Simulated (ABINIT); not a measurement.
Write the native input for ABINIT 10.8.3 (patched build) that does the following.

```yaml
Task: single point
Functional: r2SCAN
Potentials_or_basis: JTH PAW PBE v2.0
Cutoff: 762 eV
k_mesh: 9 × 9 × 9
Occupations: fermi-dirac, width 0.05 eV
Spin: no spin polarisation
Fine-grid_cutoff: 1360.57 eV
```

HfO2:

```
Hf O
1.0
     0.00000    2.55750    2.55750
     2.55750    0.00000    2.55750
     2.55750    2.55750    0.00000
Hf O
1 2
Direct
  0.00000 0.00000 0.00000
  0.75000 0.75000 0.75000
  0.25000 0.25000 0.25000
```

Measurements of this composition are mostly on another form, of space group No. 14.

The input as run:

run.abi

```
pp_dirpath "./"
pseudos "Hf.GGA_PBE-JTH.xml, O.GGA_PBE-JTH.xml"

acell 6.8348581746 6.8348581746 6.8348581746
rprim
     0.0000000000     0.7071067812     0.7071067812
     0.7071067812     0.0000000000     0.7071067812
     0.7071067812     0.7071067812     0.0000000000
ntypat 2
znucl 72 8
natom 3
typat 1 2 2
xred
     0.0000000000     0.0000000000     0.0000000000
     0.7500000000     0.7500000000     0.7500000000
     0.2500000000     0.2500000000     0.2500000000

ecut 28.0
pawecutdg 50.0

kptopt 1
ngkpt 9 9 9
nshiftk 1
shiftk 0.0 0.0 0.0

ixc -497498
usekden 1
pawxcdev 0

nband 16
occopt 3
tsmear 0.00183747

nstep 100
tolvrs 1.0e-7

iomode 3
prtwf 0
prtden 0
prteig 0
prtebands 0
enunit 1
```

Potentials or basis: JTH PAW PBE v2.0.

Command:

```console
$ abinit run.abi > log 2>&1
```

It gave:

| Quantity | Value |
| --- | --- |
| Pressure | -12.2 GPa |
| Band gap on the k mesh | 4.34 eV, indirect (least direct gap 4.44 eV) |
| Valence electrons inside the program's atomic spheres | Hf 9.31; O 4.63 |

Caveat: the PAW data sets were made with another functional, which shifts forces and pressure a little; spin-orbit coupling is left out, which moves the levels of the heavy elements; an odd mesh through Γ misses points on the zone boundary, where band edges often lie.

It took 100 s on 1 thread of Intel(R) Xeon(R) 6975P-C (Granite Rapids), on a shared host, peak memory 0.17 GiB.
